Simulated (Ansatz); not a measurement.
## Al2ZnO4, a database entry at a rescaled volume

```xyz
14
Lattice="0.0000 4.0954 4.0954 4.0954 0.0000 4.0954 4.0954 4.0954 0.0000" Properties=species:S:1:pos:R:3 pbc="T T T"
Zn    1.0238    1.0238    1.0238
Zn    7.1669    7.1669    7.1669
Al    4.0954    4.0954    4.0954
Al    4.0954    2.0477    2.0477
Al    2.0477    2.0477    4.0954
Al    2.0477    4.0954    2.0477
O     2.1631    2.1631    2.1631
O     6.0276    4.2108    4.2108
O     3.9799    3.9799    2.1631
O     4.2108    6.0276    4.2108
O     2.1631    3.9799    3.9799
O     6.0276    6.0276    6.0276
O     3.9799    2.1631    3.9799
O     4.2108    4.2108    6.0276
```

Level: r2SCAN, no spin polarisation; 500 eV; 6×6×6 Γ-centred mesh; methfessel-paxton occupations (width 0.0181 eV); Ansatz 0.2.0, fixed geometry.

Problem. What is the formation energy?

Solution. -2.89 eV an atom against the elements' usual phases (free molecules for gases, crystals otherwise, with no correction for O₂ or N₂), so it is bound against them; other compounds may still compete. Relaxing would lower it.

Problem. Metal or insulator? Give the gap.

Solution. The gap is 4.47 eV, direct at the points sampled.

Problem. Which element gives electrons and which takes them?

Solution. Bader charges in e: Al +2.58, Zn +1.33, O -1.62. In the mean Al gives up most and O takes most.

Problem. Which orbitals make up the band edges?

Solution. Within 0.7 eV of the edges, the states project mainly on O p (82 %) and Zn d (15 %) below the gap and on Zn s (39 %), O s (29 %) and Al s (16 %) above it.

Origin: a database entry at a rescaled volume.
